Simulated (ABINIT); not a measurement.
Crystal: Mo.

```
CELL_PARAMETERS angstrom
-1.58381 1.58381 1.58381
1.58381 -1.58381 1.58381
1.58381 1.58381 -1.58381
ATOMIC_POSITIONS crystal
Mo 0.00000 0.00000 0.00000
```

Program: ABINIT 10.8.3 (patched build). Alike in all runs: cell as given; smearing fermi-dirac 0.05 eV. Hardware: 1 thread of Arm Neoverse V1, on a shared host.

Task: Order these runs on this cell by their wall time, lowest first.
A. task single point; level r2SCAN; potentials or basis JTH PAW PBE v2.0; spin off; k mesh 10 × 10 × 10; cutoff (eV) 490; fine-grid cutoff 979.61 eV
B. task single point; level LDA; potentials or basis JTH PAW LDA v2.0; spin off; k mesh 10 × 10 × 10; cutoff (eV) 408; fine-grid cutoff 816.342 eV
C. task band structure; level PBE; potentials or basis JTH PAW PBE v2.0; spin SOC, no magnetisation; k mesh 12 × 12 × 12; cutoff (eV) 408; fine-grid cutoff 816.342 eV
D. task band structure; level LDA-PZ; potentials or basis JTH PAW LDA v2.0; spin off; k mesh 12 × 12 × 12; cutoff (eV) 408; fine-grid cutoff 816.342 eV

Result: B (4.5 s), D (9.2 s), A (20 s), C (40 s).

Not every run made on this cell is shown here.
